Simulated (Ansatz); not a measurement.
Crystal: CdTe.

```
Te Cd
1.0
     0.00000    3.20500    3.20500
     3.20500    0.00000    3.20500
     3.20500    3.20500    0.00000
Te Cd
1 1
Cartesian
  4.8075 4.8075 4.8075
  0.0000 0.0000 0.0000
```

Base run:

* Program: Ansatz 0.2.0
* Functional: PBEsol
* Potentials or basis: all-electron LAPW, scalar-relativistic
* Cutoff: 260 eV (chosen from the basis error)
* Basis error allowed: 0.001 eV/atom
* k mesh: 5 × 5 × 5
* Occupations: fermi-dirac, width 0.05 eV
* Spin: no spin polarisation

Its results: band gap on the k mesh 0.75 eV, direct; pressure 1.8 GPa.

Question: The run is repeated on the same cell with these changes: potentials or basis from all-electron LAPW, scalar-relativistic to all-electron LAPW, relativistic spinors; spin from no spin polarisation to spin-orbit coupling, no magnetisation. What comes out?

Answer: Band gap on the k mesh 0.48 eV, direct; pressure 1.8 GPa.

Spin-orbit coupling splits the band edges, which narrows the gap.

Caveats: spin-orbit coupling is left out, which moves the levels of the heavy elements (some runs).
